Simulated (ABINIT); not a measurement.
The system is Se.

```
Se
1.0
     4.35517    0.00000    0.00000
    -2.17759    3.77169    0.00000
     0.00000    0.00000    4.94945
Se
3
Direct
  0.78300 0.78300 0.50000
  0.00000 0.21700 0.83333
  0.21700 0.00000 0.16667
```

| Item | Value |
| --- | --- |
| Program | ABINIT 10.8.3 (patched build) |
| Task | single point |
| Functional | PBE |
| Potentials or basis | JTH PAW PBE v2.0 |
| Cutoff | 408 eV |
| k mesh | 7 × 7 × 6 |
| Occupations | fermi-dirac, width 0.05 eV |
| Spin | no spin polarisation |

On this cell: pressure 5.5 GPa; largest force 1.172 eV/Å; band gap on the k mesh 1.17 eV, indirect (least direct gap 1.40 eV).

The same run follows on a disturbed copy (atoms moved at random, drawn with an rms of 0.05 Å):

```
Se
1.0
     4.35517    0.00000    0.00000
    -2.17759    3.77169    0.00000
     0.00000    0.00000    4.94945
Se
3
Direct
  0.78387 0.79043 0.49835
  0.01859 0.22154 0.83490
  0.20435 0.99636 0.17210
```

**Question.** What does the disturbed cell give?

**Answer.** The energy moves by +47.8 meV/atom; pressure 7.7 GPa; largest force 2.075 eV/Å; band gap on the k mesh 1.03 eV, indirect (least direct gap 1.19 eV).

Forces on the atoms (eV/Å):
```
Se  -1.019 -1.365  0.496
Se  -1.043  1.331 -0.263
Se   2.062  0.034 -0.232
```

Stress tensor (GPa, compression positive):
```
 6.90  0.19 -0.52
 0.19  5.80 -1.38
-0.52 -1.38 10.37
```

Caveats: an odd mesh through Γ misses points on the zone boundary, where band edges often lie; the atomic spheres overlap; forces of over 1 eV/Å show positions far from the minimum, so gaps and moduli don't describe the material at rest (some runs).
